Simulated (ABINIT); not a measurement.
Write the native input for ABINIT 10.8.3 (patched build) that does the following.

- Task: band structure
- Functional: PBEsol
- Potentials or basis: PseudoDojo NC SR PBEsol v0.4.1 standard
- Cutoff: 1388 eV
- k mesh: 9 × 9 × 7
- Occupations: fermi-dirac, width 0.05 eV
- Spin: no spin polarisation

CdO2:

```
Cd O
1.0
     3.47623    0.00000    0.00000
    -1.73811    3.01050    0.00000
     0.00000    0.00000    4.14808
Cd O
1 2
Direct
  0.00000 0.00000 0.00000
  0.33333 0.66667 0.24422
  0.66667 0.33333 0.75578
```

The cell comes from a database or a generator and needn't be the stable form of this composition.

The input as run:

run.abi

```
# Datasets: ground state, then fixed potential
ndtset 2

# Pseudopotentials
pp_dirpath "./"
pseudos "Cd.upf, O.upf"

# Structure
acell 3.4762295762 3.4762295761 4.148076 Angstrom
rprim
     1.0000000000     0.0000000000     0.0000000000
    -0.5000000000     0.8660254038     0.0000000000
     0.0000000000     0.0000000000     1.0000000000
ntypat 2
znucl 48 8
natom 3
typat 1 2 2
xred
     0.0000000000     0.0000000000     0.0000000000
     0.3333333333     0.6666666667     0.2442190000
     0.6666666667     0.3333333333     0.7557810000

# Plane-wave basis
ecut 51.0

# Exchange and correlation
ixc -116133

# Bands and occupations
occopt 3
tsmear 0.05 eV

# SCF cycle
nstep 100

# Output
iomode 3
prtwf 0
prteig 0
prtebands 0
enunit 1
prtden1 1

# Dataset 1
kptopt1 1
ngkpt1 9 9 7
nshiftk1 1
shiftk1 0.0 0.0 0.0
nband1 20
tolvrs1 1.0e-10

# Dataset 2: bands along G-M-K-G-A-L-H-A
iscf2 -2
getden2 1
nband2 26
nbdbuf2 4
tolwfr2 1.0e-11
kptopt2 -7
ndivsm2 5
prteig2 1
kptbounds2
     0.0000000000     0.0000000000     0.0000000000
     0.5000000000     0.0000000000     0.0000000000
     0.3333333333     0.3333333333     0.0000000000
     0.0000000000     0.0000000000     0.0000000000
     0.0000000000     0.0000000000     0.5000000000
     0.5000000000     0.0000000000     0.5000000000
     0.3333333333     0.3333333333     0.5000000000
     0.0000000000     0.0000000000     0.5000000000
```

Potentials or basis: PseudoDojo NC SR PBEsol v0.4.1 standard.

The run is started by

```console
$ abinit run.abi > log 2>&1
```

Results of the run:

The pressure is -10.5 GPa, the largest force is 0.306 eV/Å and the band gap on the k mesh is none (metal or under the smearing width). The valence electrons inside the program's atomic spheres are Cd 17.08; O 5.79.

It took 7.5 min on 1 thread of Arm Neoverse V1, on a shared host, peak memory 0.19 GiB.
